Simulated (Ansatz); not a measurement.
# The gap of LiBr (Fm-3m): a ladder of methods and an error budget

Aim: a best estimate of the quasiparticle gap of LiBr (Fm-3m), with each correction and its cost laid out.

Main program and level: Ansatz 0.2.0; density functionals, hybrids, G0W0, plane waves, PAW.

Most raw output is cut from this account.

In doubt: masses and optical values from hybrid runs of this build are listed as unsure (step 13), which bears on the screening that GW takes from such a start.

## Step 1: The starting structure

It takes space group Fm-3m (No. 225, cubic). The conventional cell has a = 5.501 Å, b = 5.501 Å, c = 5.501 Å, α = 90.00°, β = 90.00°, γ = 90.00°. Nearest to Li lie 6 Br at 2.75 Å. Br has 6 Li at 2.75 Å nearest. Farther neighbours and most contacts between anions are not listed.

The cell and positions come from the Crystallography Open Database and are kept as given unless a step says otherwise.

## Step 2: PBE bands

Levels along a band path, at the cheap level, show where the edges lie and whether the meshes to come will hold them.

This step: DFT, PBE, plane waves, PAW; PAW set soft_1.

input.yaml

```yaml
crystal:
  lattice:
    - [0.0, 2.75065, 2.75065]
    - [2.75065, 0.0, 2.75065]
    - [2.75065, 2.75065, 0.0]
  atoms:
    - { symbol: Li, position: [0.0, 0.0, 0.0] }
    - { symbol: Br, position: [0.5, 0.5, 0.5] }
kpoints:
  mp_grid: { grid: [8, 8, 8] }
  band_path:
    path:
      - [[0.0, 0.0, 0.0], [0.5, 0.0, 0.5], [0.625, 0.25, 0.625]]
      - [[0.375, 0.375, 0.75], [0.0, 0.0, 0.0], [0.5, 0.5, 0.5], [0.5, 0.25, 0.75], [0.5, 0.0, 0.5]]
    npoints: 10
hamiltonian:
  xc: pbe
  pseudopotentials: { kind: paw, azcp: { folder: soft_1 } }
scf:
  occupations: { method: fermi_dirac, width: 0.02 }
  n_extra_bands: 4
output:
  eigenvalues: true
```

Command:

```sh
ansatz run input.yaml --threads 24 --pin off --max-ram 82944MiB --backend cuda --events-out ev --progress --plain --runs-dir out --devices 1 --max-vram 78GiB
```

Elapsed: 2.1 s, on 1 × NVIDIA GB200 (shared by 2 runs) with 24 threads of Arm Neoverse V2, shared host; peak memory 0.99 GiB.

Numbers from this step:

```yaml
filled_bands: 5
gap: 4.933 eV
valence_top_at: k = (0.075, 0.075, 0.150)
conduction_bottom_at: Γ
least_direct_gap: 4.939 eV
```

The gap is indirect, with the least direct gap 0.006 eV higher.

The electronic bands at the labelled points (eV, zero at the top of the highest nominally filled band; v1 is the highest filled band, c1 the lowest empty one):

```csv
point,v4,v3,v2,v1,c1,c2,c3,c4
Γ,-13.44,-0.01,-0.01,-0.01,4.93,10.51,10.51,10.51
halfway,-13.13,-1.60,-0.62,-0.62,7.16,8.24,8.36,11.04
X,-12.78,-2.88,-1.14,-1.14,6.24,7.11,11.62,12.43
halfway,-12.78,-2.78,-1.38,-1.07,6.42,7.54,11.30,11.59
U,-12.80,-2.49,-1.85,-0.86,6.64,8.72,10.29,10.57
jump to K,-12.80,-2.49,-1.85,-0.86,6.64,8.72,10.29,10.57
halfway,-13.12,-1.81,-0.90,-0.10,6.72,8.85,8.95,9.34
Γ,-13.44,-0.01,-0.01,-0.01,4.93,10.51,10.51,10.51
halfway,-13.21,-1.68,-0.14,-0.14,5.96,9.19,9.19,9.73
L,-12.97,-2.88,-0.27,-0.27,5.62,8.10,8.10,11.75
halfway,-12.88,-2.60,-1.34,-0.61,7.05,7.88,9.21,10.67
W,-12.78,-2.14,-2.14,-1.14,8.01,8.57,9.45,9.45
halfway,-12.78,-2.68,-1.48,-1.14,6.75,7.83,10.59,10.99
X,-12.78,-2.88,-1.14,-1.14,6.24,7.11,11.62,12.43
```

## Step 3: LDA

A second semilocal functional shows how much of the gap hangs on that choice alone.

This step: DFT, LDA, plane waves, PAW; PAW set soft_1.

input.yaml, the sections that differ from step 2:

```yaml
kpoints:
  mp_grid: { grid: [8, 8, 8] }
  band_path:
    path:
      - [0.0, 0.0, 0.0]
      - [0.5, 0.0, 0.5]
      - [0.625, 0.25, 0.625]
      - [0.375, 0.375, 0.75]
      - [0.5, 0.5, 0.5]
      - [0.5, 0.25, 0.75]
      - [0.075, 0.075, 0.15]
    npoints: 1
hamiltonian:
  xc: lda
  pseudopotentials: { kind: paw, azcp: { folder: soft_1 }, xc_functional: pbe }
scf:
  occupations: { method: fixed }
  n_extra_bands: 4
# crystal, output: as in step 2
```

Run time: 1.9 s. Hardware: 1 × NVIDIA GB200 (shared by 2 runs) with 24 threads; peak memory 0.9 GiB; 1.8 s of CPU time.

Numbers from this step:

```
gap                  : 4.637 eV
valence top at       : k = (0.075, 0.075, 0.150)
conduction bottom at : Γ
least direct gap     : 4.644 eV
```

The gap stands −0.30 eV against PBE.

## Step 4: PBE+SOC

The many-body steps leave out spin-orbit coupling, so its effect is taken from a two-component run, with twice the bands.

This step: DFT, PBE with spin-orbit coupling, plane waves, PAW; PAW set soft_1.

Edit input.yaml of step 3 so:

```diff
@@ -21,7 +21,10 @@
 hamiltonian:
-  xc: lda
-  pseudopotentials: { kind: paw, azcp: { folder: soft_1 }, xc_functional: pbe }
+  xc: pbe
+  pseudopotentials: { kind: paw_fr, azcp: { folder: soft_1 } }
 scf:
   occupations: { method: fixed }
-  n_extra_bands: 4
+  n_extra_bands: 8
+magnetization:
+  noncollinear: true
+  spin_orbit: true
 output:
```

Run time: 2.8 s. Hardware: 1 × NVIDIA GB200 (shared by 2 runs) with 24 threads; peak memory 0.99 GiB.

Numbers from this step:

| Quantity | Value |
| --- | --- |
| gap | 4.763 eV |
| valence top at | Γ |
| conduction bottom at | Γ |
| least direct gap | 4.763 eV |

The gap stands −0.17 eV against PBE, and the valence top moves to Γ.

## Step 5: HSE06

HSE06 mixes in a quarter of exact exchange at short range. Exchange couples all pairs of k points, which makes a full band path dear, so levels are read on the mesh and at chosen points.

This step: DFT, HSE06, plane waves, PAW; PAW set soft_1.

input.yaml, the sections that differ from step 4:

```yaml
kpoints:
  mp_grid: { grid: [4, 4, 4] }
  band_path:
    path:
      - [0.0, 0.0, 0.0]
      - [0.5, 0.0, 0.5]
      - [0.625, 0.25, 0.625]
      - [0.375, 0.375, 0.75]
      - [0.5, 0.5, 0.5]
      - [0.5, 0.25, 0.75]
      - [0.075, 0.075, 0.15]
    npoints: 1
hamiltonian:
  xc: hse06
  pseudopotentials: { kind: paw, azcp: { folder: soft_1 } }
scf:
  occupations: { method: fixed }
  n_extra_bands: 4
# crystal, output: as in step 4
# magnetization: removed
```

Run time: 4.2 s. Hardware: 1 × NVIDIA GB200 (shared by 2 runs) with 24 threads; peak memory 1.1 GiB; 8 s of CPU time.

This step gave:

- gap: 6.152 eV
- valence top at: k = (0.075, 0.075, 0.150)
- conduction bottom at: Γ
- least direct gap: 6.156 eV

The gap stands +1.22 eV against PBE.

## Step 6: PBE0

PBE0 differs from HSE06 by long-range exchange, so the pair shows what that tail is worth.

This step: DFT, PBE0, plane waves, PAW; PAW set soft_1.

Edit input.yaml of step 5 so:

```diff
@@ -21,3 +21,3 @@
 hamiltonian:
-  xc: hse06
+  xc: pbe0
   pseudopotentials: { kind: paw, azcp: { folder: soft_1 } }
```

It took 3.1 s on 1 × NVIDIA GB200 (shared by 2 runs) with 24 threads; peak memory 1.1 GiB.

Numbers from this step:

| Property | Result |
| --- | --- |
| gap | 6.848 eV |
| valence top at | k = (0.075, 0.075, 0.150) |
| conduction bottom at | Γ |
| least direct gap | 6.855 eV |

The gap stands +1.91 eV against PBE.

## Step 7: DDH-PBE0

Here the share of exact exchange is set once to one over ε∞ of the semilocal ground state, the screening that GW applies at long range.

This step: DFT, dielectric-dependent PBE0 (fraction 1/eps_inf of PBE), plane waves, PAW; PAW set soft_1.

Edit input.yaml of step 6 so:

```diff
@@ -8,2 +8,3 @@
     - { symbol: Br, position: [0.5, 0.5, 0.5] }
+  host: atoms
 kpoints:
@@ -21,3 +22,6 @@
 hamiltonian:
-  xc: pbe0
+  xc:
+    exchange: pbe
+    correlation: pbe
+    exx: { coeff: inverse_dielectric }
   pseudopotentials: { kind: paw, azcp: { folder: soft_1 } }
```

Run time: 4.7 s. Hardware: 1 × NVIDIA GB200 (shared by 2 runs) with 24 threads; peak memory 1.2 GiB.

Numbers from this step:

* gap: 7.178 eV
* valence top at: k = (0.075, 0.075, 0.150)
* conduction bottom at: Γ
* least direct gap: 7.184 eV
* exact-exchange fraction: 0.2922

The gap stands +2.24 eV against PBE; the share of exchange is 0.292, one over an ε∞ of 3.4.

## Step 8: Dielectric tensor

The response to a uniform field gives ε∞, a yardstick for the screening that GW builds on its mesh.

This step: dielectric response by perturbation theory, PBE, plane waves, PAW; PAW set soft_1.

input.yaml

```yaml
crystal:
  lattice:
    - [0.0, 2.75065, 2.75065]
    - [2.75065, 0.0, 2.75065]
    - [2.75065, 2.75065, 0.0]
  atoms:
    - { symbol: Li, position: [0.0, 0.0, 0.0] }
    - { symbol: Br, position: [0.5, 0.5, 0.5] }
kpoints:
  mp_grid: { grid: [6, 6, 6] }
hamiltonian:
  xc: pbe
  pseudopotentials: { kind: paw, azcp: { folder: soft_1 } }
scf:
  occupations: { method: fixed }
dielectric: {}
```

It took 3 s on 1 × NVIDIA GB200 (shared by 2 runs) with 24 threads; peak memory 1.1 GiB.

This step gave:

| Quantity | Value |
| --- | --- |
| stated error of ε∞ | 0.0086 |

One over ε∞ averages 0.29, somewhat over the quarter of exact exchange in PBE0.

High-frequency dielectric tensor:

```
3.42 0.00 0.00
0.00 3.42 0.00
0.00 0.00 3.42
```

## Step 9: G0W0, 6×6×6 mesh, 43 empty bands, screening to 60 eV, PAW set soft_1 files

Now the one-shot GW correction: screening in the RPA, then the self-energy of the levels asked for. This step takes PAW set soft_1 files.

This step: G0W0 on PBE, plane waves, PAW; PAW set soft_1.

Edit input.yaml of step 8 so:

```diff
@@ -15,2 +15,7 @@
   occupations: { method: fixed }
-dielectric: {}
+gw:
+  n_empty_bands: 43
+  ecut_chi: 60
+  qp_bands: [v2, c2]
+  qp_kpoints: band_edges
+  screening: { model: contour_deformation }
```

Wall time 3.1 s (1 × NVIDIA GB200 (shared by 2 runs) with 24 threads); peak memory 1.1 GiB; 8.1 s of CPU time.

This step gave:

| Quantity | Value |
| --- | --- |
| bands summed | 48 |
| RPA ε∞ on this mesh (eigenvalues) | 3.168, 3.168, 3.168 |
| plane waves in the screening matrix | 59 |
| G0W0 gap on the mesh | 6.814 eV |
| k of the valence top | 0, 0, 0 |
| k of the conduction bottom | 0, 0, 0 |
| starting gap on the mesh | 4.939 eV |
| least direct G0W0 gap on the computed points | 6.814 eV |

The gap on the mesh goes from 4.94 eV to 6.81 eV, a correction of +1.88 eV. Between the two edge states, bare exchange in place of the xc potential would open the gap by 7.73 eV, and correlation takes back 5.86 eV.

## Step 10: G0W0, 6×6×6 mesh, 124 empty bands, screening to 120 eV, PAW set soft_1 files

Another rung: the empty bands reach about as high as the screening cutoff, so the two stay in balance.

Edit input.yaml of step 9 so:

```diff
@@ -16,4 +16,4 @@
 gw:
-  n_empty_bands: 43
-  ecut_chi: 60
+  n_empty_bands: 124
+  ecut_chi: 120
   qp_bands: [v2, c2]
```

Wall time 3.7 s (1 × NVIDIA GB200 (shared by 2 runs) with 24 threads); peak memory 1.1 GiB.

This step gave:

| Quantity | Value |
| --- | --- |
| bands summed | 129 |
| RPA ε∞ on this mesh (eigenvalues) | 3.164, 3.164, 3.164 |
| plane waves in the screening matrix | 137 |
| G0W0 gap on the mesh | 7.069 eV |
| k of the valence top | 0, 0, 0 |
| k of the conduction bottom | 0, 0, 0 |
| starting gap on the mesh | 4.939 eV |
| least direct G0W0 gap on the computed points | 7.069 eV |

Against the run with 6×6×6 mesh, 43 empty bands, screening to 60 eV, PAW set soft_1 files, the gap moves by +0.26 eV.

## Step 11: G0W0, 6×6×6 mesh, 267 empty bands, screening to 200 eV, PAW set soft_1 files

Edit input.yaml of step 10 so:

```diff
@@ -16,4 +16,4 @@
 gw:
-  n_empty_bands: 124
-  ecut_chi: 120
+  n_empty_bands: 267
+  ecut_chi: 200.0
   qp_bands: [v2, c2]
```

Wall time 7.9 s (1 × NVIDIA GB200 (shared by 2 runs) with 24 threads); peak memory 1.2 GiB.

This step gave:

* bands summed: 272
* RPA ε∞ on this mesh (eigenvalues): 3.163, 3.163, 3.163
* plane waves in the screening matrix: 283
* q-points in the mesh: 216
* G0W0 gap on the mesh: 7.200 eV
* k of the valence top: 0, 0, 0
* k of the conduction bottom: 0, 0, 0
* starting gap on the mesh: 4.939 eV
* Z at the valence top: 0.7996
* Z at the conduction bottom: 0.8380
* least direct G0W0 gap on the computed points: 7.200 eV

Against the run with 6×6×6 mesh, 124 empty bands, screening to 120 eV, PAW set soft_1 files, the gap moves by +0.13 eV.

Limits: finite bands, cutoff and mesh; no spin-orbit coupling. v1 is the top filled band, c1 the lowest empty one. Levels before and after the correction, in eV, zero at the valence-band top of each column:

```csv
,conduction bottom,valence top
Kohn-Sham,4.94,0.00
G0W0,7.20,0.00
```

```csv
,level,occupation,energy (eV)
Kohn-Sham,Γ v2-v1,2,0.000
Kohn-Sham,Γ c1,0,4.939
Kohn-Sham,Γ c2,0,10.513
G0W0,Γ v2-v1,2,0.000
G0W0,Γ c1,0,7.200
G0W0,Γ c2,0,12.887
```

The parts of the quasiparticle energy at the two band edges (eV; QP = start + Σx + Σc − Vxc):

```csv
run,edge,start,Σx,Σc,Vxc,Z,QP
48 bands,valence top,2.05,-19.86,2.47,-16.26,0.81,0.92
48 bands,conduction bottom,6.99,-6.26,-3.39,-10.40,0.84,7.73
129 bands,valence top,2.05,-19.86,2.10,-16.26,0.80,0.55
129 bands,conduction bottom,6.99,-6.26,-3.50,-10.40,0.84,7.62
272 bands,valence top,2.05,-19.86,1.91,-16.26,0.80,0.36
272 bands,conduction bottom,6.99,-6.26,-3.56,-10.40,0.84,7.56
```

## Step 12: G0W0@PBE, 4×4×4 mesh, 124 empty bands, screening to 120 eV, PAW set soft_1 files

Only the mesh changes. It samples the long-range screening, which converges on its own terms. Bands and cutoff differ from the step before, so it is read against an earlier run that matches them.

Edit input.yaml of step 11 so:

```diff
@@ -9,3 +9,3 @@
 kpoints:
-  mp_grid: { grid: [6, 6, 6] }
+  mp_grid: { grid: [4, 4, 4] }
 hamiltonian:
@@ -16,4 +16,4 @@
 gw:
-  n_empty_bands: 267
-  ecut_chi: 200.0
+  n_empty_bands: 124
+  ecut_chi: 120
   qp_bands: [v2, c2]
```

The job ended after 1.9 s (1 × NVIDIA GB200 (shared by 2 runs) with 24 threads; peak memory 1.1 GiB; 4.2 s of CPU time).

Numbers from this step:

```
bands summed                                 : 129
RPA ε∞ on this mesh (eigenvalues)            : 3.325, 3.325, 3.325
plane waves in the screening matrix          : 137
G0W0 gap on the mesh                         : 7.063 eV
k of the valence top                         : 0, 0, 0
k of the conduction bottom                   : 0, 0, 0
starting gap on the mesh                     : 4.936 eV
least direct G0W0 gap on the computed points : 7.063 eV
```

Against the run with 6×6×6 mesh, 124 empty bands, screening to 120 eV, PAW set soft_1 files, the gap moves by −0.006 eV.

## Step 13: G0W0@HSE06, 6×6×6 mesh, 124 empty bands, screening to 120 eV, PAW set soft_1 files

One-shot GW remembers its start. Another functional's orbitals and levels show by how much.

This step: G0W0 on HSE06, plane waves, PAW; PAW set soft_1.

Edit input.yaml of step 12 so:

```diff
@@ -9,5 +9,5 @@
 kpoints:
-  mp_grid: { grid: [4, 4, 4] }
+  mp_grid: { grid: [6, 6, 6] }
 hamiltonian:
-  xc: pbe
+  xc: hse06
   pseudopotentials: { kind: paw, azcp: { folder: soft_1 } }
```

Elapsed: 9.9 s, on 1 × NVIDIA GB200 (shared by 2 runs) with 24 threads; peak memory 1.2 GiB.

Numbers from this step:

```
bands summed                                 : 129
RPA ε∞ on this mesh (eigenvalues)            : 2.800, 2.800, 2.800
plane waves in the screening matrix          : 137
G0W0 gap on the mesh                         : 7.622 eV
k of the valence top                         : 0, 0, 0
k of the conduction bottom                   : 0, 0, 0
starting gap on the mesh                     : 6.152 eV
least direct G0W0 gap on the computed points : 7.622 eV
```

Against the run with 6×6×6 mesh, 124 empty bands, screening to 120 eV, PAW set soft_1 files on PBE, the gap moves by +0.55 eV, while the start moved by +1.21 eV.

(Continued in part 2 of 2.)

[Paths, hosts, dates, memory and timing lines, banners, echoed tables and standing remarks are left out of the program output.]

[Logs are printed without paths, hosts, clocks, repeated set-up lines and the standing remarks that a program may print on its own settings, such as how far it seeks lower states.]

[Runs of the session that timed out or met a known fault of the program may be left out.]

[Cells called generated may have been cut or substituted from an entry of the Crystallography Open Database or the Materials Project.]

[Hosts, paths, dates, database ids (printed as entryN), source tags and the programs' standing remarks are cut or masked in the printed files.]
